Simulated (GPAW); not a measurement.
AlN, 2 atoms in the cell. It takes space group Fm-3m (No. 225, cubic). The conventional cell has a = 4.069 Å, b = 4.069 Å, c = 4.069 Å, α = 90.00°, β = 90.00°, γ = 90.00°. Al (site symmetry m-3m) has 6 N at 2.03 Å as nearest neighbours. N (site symmetry m-3m) has 6 Al at 2.03 Å as nearest neighbours. Measurements of this composition are mostly on another form, of space group No. 186.

```yaml
Program: GPAW 26.7.0
Task: G0W0 quasiparticle levels
Functional: RPBE
Potentials_or_basis: the program's PAW data sets (release 1.2.1) made for this functional
Cutoff: 650 eV
Basis: pw
k_mesh: 6 × 6 × 6
Occupations: fermi-dirac, width 0.001 eV
Spin: no spin polarisation
Response_ecut: 100 eV
Frequency: ppa
Extrapolate: yes
Qp_bands: 2
Maxiter: 150
Integrate_gamma: WS
Vertex: none
All_k: no
Response_bands: 38
```

Potentials or basis: the program's PAW data sets (release 1.2.1) made for this functional, pw.

The run is started by

```bash
$ OMP_NUM_THREADS=1 python run.py
```

Hardware: 1 thread of Arm Neoverse V1, on a shared host.

Estimate the wall time of this run.

It took 93 s on 1 thread of Arm Neoverse V1, on a shared host, peak memory 0.32 GiB. Counts: scf iterations 10, plane waves 641, bands 11, k points 16.
